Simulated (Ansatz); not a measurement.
CaO (rocksalt): the band gap by level of theory

All numbers come from the PAW code Ansatz. No spin polarisation and no zero-point or thermal motion.

Structure: CaO (rocksalt), at its r2SCAN minimum. The symmetry is Fm-3m (No. 225, cubic); a = 4.795 Å in the conventional setting, 13.78 Å³ an atom. Around Ca lie 6 O at 2.40 Å; around O lie 6 Ca at 2.40 Å.

```cif
data_structure
_symmetry_space_group_name_H-M 'P 1'
_symmetry_Int_Tables_number 1
_cell_length_a 3.3906
_cell_length_b 3.3906
_cell_length_c 3.3906
_cell_angle_alpha 60.000
_cell_angle_beta 60.000
_cell_angle_gamma 60.000
_cell_volume 27.56
loop_
_atom_site_label
_atom_site_type_symbol
_atom_site_fract_x
_atom_site_fract_y
_atom_site_fract_z
_atom_site_occupancy
Ca1 Ca 0.00000 0.00000 0.00000 1
O1 O 0.50000 0.50000 0.50000 1
```

Band edges at fixed r2SCAN geometry:
```json
{"level": "PBE", "k mesh": "10×10×10", "gap (eV)": "3.65", "kind": "indirect", "edges": "Γ → X", "least direct gap (eV)": "4.02", "rough cost": "2.9 core-seconds"}
{"level": "r2SCAN", "k mesh": "10×10×10", "gap (eV)": "4.20", "kind": "indirect", "edges": "Γ → X", "least direct gap (eV)": "4.57", "rough cost": "6 core-seconds"}
{"level": "HSE06", "k mesh": "6×6×6", "gap (eV)": "5.31", "kind": "indirect", "edges": "Γ → X", "least direct gap (eV)": "5.73", "rough cost": "60 core-seconds"}
{"level": "PBE0", "k mesh": "6×6×6", "gap (eV)": "6.05", "kind": "indirect", "edges": "Γ → X", "least direct gap (eV)": "6.48", "rough cost": "60 core-seconds"}
{"level": "G0W0@PBE (82 empty bands, 120 eV, 6×6×6)", "k mesh": "6×6×6", "gap (eV)": "5.78", "kind": "–", "edges": "Γ → X (mesh)", "least direct gap (eV)": "–", "rough cost": "60 core-seconds"}
```
PBE: smearing of 0.02 eV; the others have fixed occupations.
Wave cutoffs: 420 eV, 500 eV (r2SCAN).
The G0W0 gap is PBE's gap over the path plus the quasiparticle shift read on the mesh. No extrapolation in bands, cutoff or mesh was made for G0W0.
Costs come from shared machines and give only the order; PBE's includes the band path. The runs had 2 threads of Arm Neoverse N1, with other jobs on the host.

With HSE06 the valence top lies at Γ and the conduction bottom at X, 5.31 eV higher; the smallest vertical gap, at X, is 5.73 eV.

Set against the finite-basis gap of 5.78 eV from G0W0@PBE (82 empty bands, 120 eV, 6×6×6), the closest functional is PBE0, which differs by +0.27 eV, at about 10 times r2SCAN's cost; G0W0 itself took about 10 times r2SCAN's cost. The others: HSE06 -0.47, r2SCAN -1.58, PBE -2.13 eV. The yardstick's own error is a tenth of an eV or more. r2SCAN covers 33 % of the step from PBE to HSE06, while HSE06 needs about 11 times r2SCAN's cost (on a coarser mesh). Among these functionals the gap stays indirect.

r2SCAN (ground state on 8×8×8): The electronic dielectric tensor ε∞ is 3.52 in all directions. Born charges, averaged over directions: Ca +2.33, O -2.33 e.

The meshes of the hybrids are coarse, so their gaps aren't converged to the digits shown.
